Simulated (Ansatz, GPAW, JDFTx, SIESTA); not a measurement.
**Programs and potentials compared: the equilibrium volume of 10 crystals**

The same calculation (PBEsol, Γ-centred k mesh with a spacing near 0.25 Å⁻¹, Fermi-Dirac smearing of 0.05 eV, no spin-orbit coupling) was run on each cell with:

- A: GPAW, PAW data sets generated for this functional, cutoffs 600 to 800 eV
- B: JDFTx, PseudoDojo-SR-PBEsol-0.4.1-standard with smoothed tails, cutoffs 490 to 1143 eV
- C: SIESTA, PseudoDojo 0.4 standard (PBEsol files), converted to PSML, in atomic orbitals (DZP)
- D: Ansatz LAPW, all-electron LAPW, scalar-relativistic

Volumes are energy minima over scaled cells at fixed shape and fractions. Among the elements in a form other than the usual one at room conditions: Si. Spin polarisation and spin-orbit coupling are off unless named.

| crystal | A (Å³/atom) | B (Å³/atom) | C (Å³/atom) | D (Å³/atom) |
| --- | --- | --- | --- | --- |
| ZrB2 (P6/mmm, 3 atoms) | 10.054 | 10.094 | 10.129 | 10.079 |
| SiC (P6_3mc, 4 atoms) | 10.420 | 10.359 | 10.499 | 10.351 |
| BP (F-43m) | 11.570 | 11.549 | 11.789 | 11.540 |
| Si (P6/mmm, 1 atom) | 14.797 | 14.729 | 14.833 | 14.736 |
| Ti (P6_3/mmc, 2 atoms) | 16.798 | 16.740 | 16.787 | 16.727 |
| MgS (Fm-3m) | 17.411 | 17.408 | 17.883 | 17.389 |
| P (Cmce, 4 atoms) | 20.380 | 20.284 | 20.695 | 20.298 |
| Ge (Fd-3m) | 22.959 | 22.861 | 23.192 | 22.852 |
| Sn (I4_1/amd, 2 atoms) | 26.773 | 26.960 | 27.362 | 26.899 |
| SrCl2 (Fm-3m) | 27.602 | 27.456 | 27.666 | 27.471 |

Against the all-electron result, the mean absolute deviation is A 0.40, B 0.09, C 1.38 %. The largest single deviation is +2.84 %, for MgS in C. The figures use the values as printed. The all-electron reference has errors of its own basis, so a deviation may be partly its. Meshes of this size aren't converged for metals, which the comparison doesn't need. The functional is the same throughout, so these differences measure potentials, basis sets and numerical settings.

The plane-wave pseudopotential results in B follow the all-electron volumes most closely overall, while C gives a larger volume than D for every crystal. B and C use closely related pseudopotentials, so most of the expansion in C probably comes from its finite atomic-orbital basis. A small set of orbitals with fixed radial shapes can't fully adapt as the atoms are pressed together. If the resulting energy error grows on compression, the minimum moves outward.

Bond type alone doesn't order the size of this shift. It is largest in ionic MgS but modest in SrCl2, which is also ionic, and metallic Sn shifts far more than Ti. The flexibility of each element's orbitals therefore probably matters more than the class of solid.

The deviations in A are smaller on average and lack a common sign: ZrB2 and Sn come out too compact, the rest too large. This suggests element-specific differences in the data sets rather than a uniform basis error. For layered black phosphorus, agreement in volume at fixed shape doesn't establish agreement on the interlayer spacing.
